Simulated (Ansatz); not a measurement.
GaN built on the wurtzite prototype was put through Ansatz (plane waves). The cell was relaxed beforehand with r2SCAN.

The cell given to it:
```xyz
4
Lattice="3.1831 0.0000 0.0000 -1.5916 2.7567 0.0000 0.0000 0.0000 5.1836" Properties=species:S:1:pos:R:3 pbc="T T T"
Ga    0.0000    1.8378   -0.0046
Ga    1.5916    0.9189    2.5872
N     0.0000    1.8378    1.9485
N     1.5916    0.9189    4.5403
```

Main lines of the log:
```
Pseudopotential: Ga, paw, valence charge 13, recommended cutoff 420 eV
Pseudopotential: N, paw, valence charge 5, recommended cutoff 420 eV
Crystal: 4 atoms, lattice volume = 45.486 Å³
Basis set: ecut = 420 eV, 893 PW (Γ)
Bands: 22, of which v1, the nominal top of the filled ones, is band 18 counted from 1 (17 counted from 0)
Symmetry: 12 space group operations
Space group: P63mc (ITA 186)
k-points: 21 of 144 (time reversal used)
preconditioner: auto → Resta (q_TF=auto, 2.624 Å⁻¹)  ε∞=5.0  [insulator: Δε(μ)=1.927 eV  ℏωp=33.0 eV]
SCF converged after 6 iterations
Free energy (F): -8335.804057 eV
Fermi energy:    9.765173 eV
--- Per-component energies (eV) ---
  E_band       = -7.927415
  E_kinetic    = 494.969257
  E_local      = -3897.467515
  E_nonlocal   = 948.878897
  E_hartree    = 1794.574452
  E_xc         = -257.805158
  E_vxc        = -268.562759
  E_paw        = -4240.821809
  E_vpaw       = -874.893928
  E_ewald      = -3178.132305
--- G₀W₀: contour deformation, 7 samples at zero and on the imaginary axis and 2 off it, 144 q-points, 337 empty bands' worth ---
    ik  band        ε_KS         Σx   Σc(E_QP)       V_xc       Z   E_QP_lin       E_QP  E_QP is
     0    17      9.7652   -23.9363     2.8410   -20.2872  0.7687     8.9477     8.9572  root
     0    18      9.7652   -23.9363     2.8410   -20.2872  0.7687     8.9477     8.9572  root
     0    19     11.6980   -11.5221    -3.9321   -15.7710  0.8037    12.0158    12.0148  root
     0    20     14.0441   -10.2002    -4.6901   -15.3218  0.8103    14.4777    14.4756  root
     1    17      9.6066   -23.8029     2.8867   -20.0903  0.7684     8.7706     8.7807  root
     1    18      9.6066   -23.8029     2.8867   -20.0903  0.7684     8.7706     8.7807  root
     1    19     12.8971   -12.1896    -3.9339   -16.4972  0.7943    13.2722    13.2708  root
     1    20     14.1501   -10.1757    -4.7149   -15.3377  0.8071    14.5997    14.5973  root
     2    17      9.2335   -23.4663     2.9776   -19.6247  0.7676     8.3579     8.3695  root
     2    18      9.2335   -23.4663     2.9776   -19.6247  0.7676     8.3579     8.3695  root
     2    19     14.0356   -10.8580    -4.5789   -15.9062  0.7961    14.5077    14.5050  root
     2    20     14.0356   -10.8580    -4.5789   -15.9062  0.7961    14.5077    14.5050  root
     3    17      9.4412   -23.3850     2.8460   -19.7082  0.7683     8.6002     8.6105  root
     3    18      9.5214   -23.6827     2.8994   -19.9508  0.7682     8.6785     8.6889  root
     3    19     13.2161   -11.9840    -4.0421   -16.4269  0.7935    13.6187    13.6170  root
     3    20     15.3254   -10.4623    -4.9248   -15.9227  0.7993    15.8648    15.8609  root
     4    17      9.0584   -23.1486     2.9580   -19.3163  0.7675     8.1721     8.1842  root
     4    18      9.3123   -23.4882     2.9485   -19.6847  0.7678     8.4460     8.4573  root
     4    19     13.7972   -11.4966    -4.2828   -16.2195  0.7917    14.2396    14.2374  root
     4    20     15.3944   -10.4363    -4.9772   -15.9643  0.7949    15.9495    15.9452  root
     5    17      8.8349   -23.0523     3.0539   -19.0985  0.7665     7.9218     7.9351  root
     5    18      8.8349   -23.0523     3.0539   -19.0985  0.7665     7.9218     7.9351  root
     5    19     14.9379   -10.7380    -4.7819   -16.0427  0.7876    15.4645    15.4607  root
     5    20     14.9379   -10.7380    -4.7819   -16.0427  0.7876    15.4645    15.4607  root
     6    17      8.5013   -22.3576     3.0133   -18.4265  0.7665     7.5691     7.5835  root
     6    18      9.0115   -23.1675     3.0166   -19.2714  0.7667     8.1197     8.1321  root
     6    19     14.6507   -10.0621    -4.6377   -15.1333  0.7979    15.0867    15.0842  root
     6    20     15.5248    -9.5755    -4.8424   -14.8618  0.8094    15.9713    15.9687  root
     7    17      8.5924   -22.6960     3.0654   -18.7206  0.7656     7.6685     7.6824  root
     7    18      8.7368   -22.9085     3.0718   -18.9323  0.7659     7.8189     7.8324  root
     7    19     14.2030    -9.4113    -4.4956   -14.2531  0.8085    14.5506    14.5492  root
     7    20     15.5010    -8.9639    -4.7628   -14.1049  0.8075    15.8811    15.8792  root
     8    17      8.1318   -22.3640     3.1999   -18.2117  0.7635     7.1632     7.1795  root
     8    18      8.1318   -22.3640     3.1999   -18.2117  0.7635     7.1632     7.1795  root
     8    19     14.6585    -9.1988    -4.5338   -14.0707  0.8081    14.9981    14.9966  root
     8    20     14.6585    -9.1988    -4.5338   -14.0707  0.8081    14.9981    14.9966  root
  […]
```

The points are ik 0 = (0, 0, 0) (Γ), ik 1 = (0, 0, 1/4), ik 2 = (0, 0, -1/2) (A), ik 3 = (0, 1/6, 0), ik 4 = (0, 1/6, 1/4), ik 5 = (0, 1/6, -1/2), ik 6 = (0, 1/3, 0), ik 7 = (0, 1/3, 1/4), ik 8 = (0, 1/3, -1/2), ik 9 = (0, -1/2, 0) (M), ik 10 = (0, -1/2, 1/4), ik 11 = (0, -1/2, -1/2) (L); band 18 is the last filled one.

Problem. What input produced it? Give the YAML.

Solution.
```yaml
crystal:
  # lattice and atoms as above
kpoints:
  mp_grid: { grid: [6, 6, 4] }
hamiltonian:
  xc: pbe
scf:
  occupations: { method: fixed }
gw:
  n_empty_bands: 337
  ecut_chi: 220
  qp_bands: [v2, c2]
  qp_kpoints: band_edges
  screening: { model: contour_deformation }
```
There is no exchange loop, so no exact exchange. The quasiparticle table needs the gw block. Close relatives of this functional can't be ruled out from these lines alone. This is the file that was run; thresholds and some counts can't be read off the log exactly.

Run as `ansatz run input.yaml --threads 4 --pin off --max-ram 7372MiB --backend cpu --events-out ev --progress --plain --runs-dir out`. It took 9.4 min on 4 threads of Arm Neoverse V1 (shared host), load about 0.6 per core; peak host memory 0.92 GiB.

The values are computed, spin-unpolarised, and not measurements.
